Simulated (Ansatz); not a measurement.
Input and output of a relaxation of cell and atoms on SnO2 (fluorite) (Ansatz 0.2.0, PBE). It starts from a guessed cell.

input.yaml:
```yaml
crystal:
  lattice:
    - [0.0, 2.4510416331, 2.4510416331]
    - [2.4510416331, 0.0, 2.4510416331]
    - [2.4510416331, 2.4510416331, 0.0]
  atoms:
    - { symbol: Sn, position: [0.0, 0.0, 0.0] }
    - { symbol: O, position: [0.25, 0.25, 0.25] }
    - { symbol: O, position: [0.75, 0.75, 0.75] }
kpoints:
  mp_grid: { grid: [8, 8, 8] }
hamiltonian:
  xc: pbe
scf:
  occupations: { method: fermi_dirac, width: 0.02 }
relax:
  f_tol: 0.005
  cell: {}
output:
  write_density: true
  write_potential: true
  elf: true
  volumetric_format: npy
```

Run as `ansatz run input.yaml --threads 2 --pin off --max-ram 2211MiB --backend cpu --events-out ev --progress --plain --runs-dir out`. It took 4.6 s on 2 threads of Arm Neoverse V1, on a shared host, load about 0.2 per core; peak host memory 0.3 GiB.

Main lines of the log:
```
Functional definition: PBE
Crystal: 3 atoms, lattice volume = 29.450 Å³
Basis set: ecut = 420 eV, 561 PW (Γ)
Bands: 17, of which v1, the nominal top of the filled ones, is band 13 counted from 1 (12 counted from 0)
Symmetry: 48 space group operations
Space group: Fm-3m (ITA 225)
k-points: 29 of 512
preconditioner: auto → none  [σ=0.020 eV  ℏωp=34.9 eV]
relax step 1: F+E_penalty+E_count = -7157.75606859 eV  P = +38.099 GPa  Ω = 29.450 Å³
relax step 2: F+E_penalty+E_count = -7158.17196226 eV  P = +2.788 GPa  Ω = 33.239 Å³
relax step 3: F+E_penalty+E_count = -7158.17345442 eV  P = +0.613 GPa  Ω = 33.580 Å³
relax step 4: F+E_penalty+E_count = -7158.17301879 eV  P = -0.028 GPa  Ω = 33.679 Å³
relax step 5: F+E_penalty+E_count = -7158.22630930 eV  P = +2.012 GPa  Ω = 33.679 Å³  (SCF on a basis re-selected at this cell)
relax step 6: F+E_penalty+E_count = -7158.22647521 eV  P = +0.209 GPa  Ω = 33.994 Å³
relax step 7: F+E_penalty+E_count = -7158.22625923 eV  P = +0.004 GPa  Ω = 34.030 Å³
relax step 8: F+E_penalty+E_count = -7158.22837849 eV  P = +0.025 GPa  Ω = 34.030 Å³  (SCF on a basis re-selected at this cell)
SCF converged after 5 iterations
Free energy (F): -7158.228378 eV
Internal energy: -7158.228098 eV  (E = F + TS)
E sigma→0 (E₀):  -7158.228238 eV
Entropy (-TS):   -0.000280 eV (-0.093 meV/atom)
Fermi energy:    10.992350 eV
--- Stress (GPa, compression-positive) ---
        0.025151       0.000000       0.000000
        0.000000       0.025151       0.000000
        0.000000       0.000000       0.025151
  P = ⅓ Tr σ = 0.0252 GPa (0.252 kbar)
--- Relaxed structure (6 steps of the walk, 6 accepted, 2 SCFs on fresh bases) ---
  F+E_penalty+E_count = -7158.22837849 eV
  cell:  # Å, volume = 34.0304 Å³
    - [0.000000, 2.572047, 2.572047]
    - [2.572047, 0.000000, 2.572047]
    - [2.572047, 2.572047, 0.000000]
  atoms:
    - { symbol: Sn, position: [0.000000, 0.000000, 0.000000] }
    - { symbol: O, position: [0.250000, 0.250000, 0.250000] }
    - { symbol: O, position: [0.750000, 0.750000, 0.750000] }
```

Planar averages along the third cell vector, from rho_z.tsv and v_z.tsv (valence density with its augmentation; electrostatic potential energy of an electron, of which only differences have a meaning):
```csv
z (Å),ρ (e/Å³),v_es (eV)
0.00,1.313,10.28
0.15,1.269,9.56
0.29,1.162,7.91
0.44,1.045,6.08
0.58,0.951,4.57
0.73,0.880,3.80
0.87,0.811,4.03
1.02,0.726,5.26
1.16,0.618,7.17
1.31,0.496,9.24
1.45,0.381,11.12
1.60,0.298,12.74
1.89,0.257,13.84
2.04,0.298,12.74
2.18,0.381,11.12
2.33,0.496,9.24
2.47,0.618,7.17
2.62,0.726,5.26
2.76,0.811,4.03
2.91,0.880,3.80
3.06,0.951,4.57
3.20,1.045,6.08
3.35,1.162,7.91
3.49,1.269,9.56
```

The walk took 6 steps and changed the volume by +15.6 %. The last SCF, on a fresh basis, lies 157 meV an atom below the first. At the end: the symmetry is Fm-3m (No. 225, cubic); conventional cell a = 5.144 Å, 11.34 Å³ an atom. Sn has 8 O at 2.23 Å; O has 4 Sn at 2.23 Å.

All values are calculated for a non-magnetic cell, which may be hypothetical.

Where bands overlap, v1 and c1 are numbered by the electron count and aren't everywhere filled or empty.

Where bands overlap the cell is a metal at that level, and these k meshes limit energies, forces and stress. Overlaps of a few tenths of an eV in semilocal functionals can be an artefact that a hybrid or GW lifts.
